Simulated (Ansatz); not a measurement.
PbF2 (fluorite), relaxed with r2SCAN. Space group Fm-3m (No. 225), cubic; a = 5.921 Å in the conventional setting, 17.30 Å³ an atom. Around Pb lie 8 F at 2.56 Å; around F lie 4 Pb at 2.56 Å.

```yaml
crystal:
  lattice:
    - [0.00000, 2.96044, 2.96044]
    - [2.96044, 0.00000, 2.96044]
    - [2.96044, 2.96044, 0.00000]
  atoms:
    - { symbol: Pb, position: [0.00000, 0.00000, 0.00000] }
    - { symbol: F, position: [0.25000, 0.25000, 0.25000] }
    - { symbol: F, position: [0.75000, 0.75000, 0.75000] }
```

5 runs of Ansatz 0.2.0 on this cell differ in the functional (and in the settings that go with it). Levels are in eV from each run's valence top; v1 is the last filled band, c1 the first empty one.

Run A, mean stress -4.3 GPa (compression positive):
```
point     v4     v3     v2     v1    c1    c2
    Γ  -2.49  -1.99  -1.99  -1.99  6.61  6.61
    X  -1.55  -1.55  -1.55  -0.16  4.26  7.78
    U  -2.08  -1.71  -1.56  -0.03  5.18  6.52
```

Run B, mean stress +5.0 GPa (compression positive):
```
point     v4     v3     v2     v1     c1     c2
    Γ  -5.24  -5.24  -5.24  -4.11  15.38  15.38
    X  -4.78  -4.77  -4.77  -0.09  12.63  16.52
    U  -5.25  -4.95  -4.79  -0.05  13.62  14.92
```

Run C, mean stress 0.0 GPa (compression positive):
```
point     v4     v3     v2     v1    c1    c2
    Γ  -2.69  -2.18  -2.18  -2.18  7.31  7.31
    X  -1.77  -1.77  -1.77  -0.14  4.93  8.46
    U  -2.26  -1.92  -1.78  -0.04  5.83  7.10
```

Run D, mean stress -0.3 GPa (compression positive):
```
point     v4     v3     v2     v1    c1    c2
    Γ  -2.94  -2.42  -2.42  -2.42  8.11  8.11
    X  -1.99  -1.99  -1.99  -0.14  5.68  9.30
    U  -2.49  -2.15  -2.00  -0.04  6.60  7.89
```

Run E, mean stress +0.7 GPa (compression positive):
```
point     v4     v3     v2     v1    c1     c2
    Γ  -3.36  -2.82  -2.82  -2.82  9.37   9.37
    X  -2.38  -2.37  -2.37  -0.13  6.86  10.62
    U  -2.88  -2.54  -2.38  -0.04  7.80   9.23
```

Task: Match the runs to LDA, r2SCAN, r2SCANh, DDH-PBE0, Hartree-Fock.

Result: A is LDA, B is Hartree-Fock, C is r2SCAN, D is r2SCANh, E is DDH-PBE0. In order of the gap: LDA 4.26, r2SCAN 4.93, r2SCANh 5.68, DDH-PBE0 6.86, Hartree-Fock 12.63 eV. The stress vanishes for r2SCAN, which relaxed the cell.

The values are computed, spin-unpolarised, and not measurements.

Spin-orbit coupling is left out; in compounds of Pb, Bi, Tl or Hg it can lower a gap by up to about 1 eV, split its edges or invert the bands.

The stress of a hybrid is loosely converged in these runs.

The meshes of the hybrids are coarse, so their gaps aren't converged to the digits shown.
